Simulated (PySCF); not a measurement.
Polarisability as a sum over states

Species: C₂H₄O₂.
SMILES with atom numbers: `[CH3:1][C:2](=[O:3])[OH:4]` (hydrogens: H5, H6, H7 on C1; H8 on O4)

Structure used (PBE0-D3(BJ)/def2-SVP), in Å, numbered top down from 1:
```xyz
8
C2H4O2 angstrom
C     -0.921   -0.034   -0.272
C      0.467    0.297    0.187
O      0.846    1.377    0.553
O      1.272   -0.778    0.164
H     -1.416   -0.653    0.492
H     -1.490    0.891   -0.416
H     -0.891   -0.622   -1.200
H      2.133   -0.478    0.493
```

Method: TDDFT wB97X-D/def2-SVPD, vertical, gas phase, core orbitals frozen in the response (PySCF 2.14.0, density-fitted response routines).

Excitation energies and transition dipoles (atomic units, axes of the coordinates) of those of the lowest 10 singlets that add 0.02 au or more to the mean polarisability:

```json
{"state": "S2", "ΔE (hartree)": "0.2886", "μx": "0.516", "μy": "0.013", "μz": "0.141"}
{"state": "S3", "ΔE (hartree)": "0.3181", "μx": "-0.132", "μy": "0.749", "μz": "0.130"}
{"state": "S4", "ΔE (hartree)": "0.3242", "μx": "-0.033", "μy": "0.033", "μz": "0.105"}
{"state": "S5", "ΔE (hartree)": "0.3378", "μx": "0.197", "μy": "-0.515", "μz": "-0.058"}
{"state": "S8", "ΔE (hartree)": "0.3628", "μx": "-0.082", "μy": "-0.077", "μz": "0.008"}
{"state": "S10", "ΔE (hartree)": "0.3749", "μx": "0.545", "μy": "0.242", "μz": "0.106"}
```

Task: What does each state add to αxx, αyy and αzz, and how do the sums compare with the full static tensor?

Result: Each state adds 2 μα² / ΔE.

| state | αxx (au) | αyy (au) | αzz (au) |
| --- | --- | --- | --- |
| S2 | 1.84 | 0.00 | 0.14 |
| S3 | 0.11 | 3.53 | 0.11 |
| S4 | 0.01 | 0.01 | 0.07 |
| S5 | 0.23 | 1.57 | 0.02 |
| S8 | 0.04 | 0.03 | 0.00 |
| S10 | 1.58 | 0.31 | 0.06 |
| all 10 states | 3.8 | 5.5 | 0.5 |
| full response | 36.6 | 36.0 | 27.6 |
| share (%) | 10 | 15 | 2 |

The rest comes from the higher roots of the same response equations.

Task: Give the full tensor and its principal values.

Result: In au, rows and columns x, y, z:
```
x   36.6  0.3  2.8
y    0.3 36.0  2.3
z    2.8  2.3 27.6
```
Principal values 26.3, 35.9 and 38.0 au; mean 33.4 au (4.95 Å³).

Task: By how much does the contribution of these states grow at 1064 nm?

Result: With ω = 0.0428 hartree each state's term in the mean polarisability goes from f / ΔE² to f / (ΔE² − ω²), f = (2/3) ΔE |μ|²; the sum over all 10 states goes from 3.26 to 3.31 au, a rise of 0.06 au.

One conformer stands for the species.
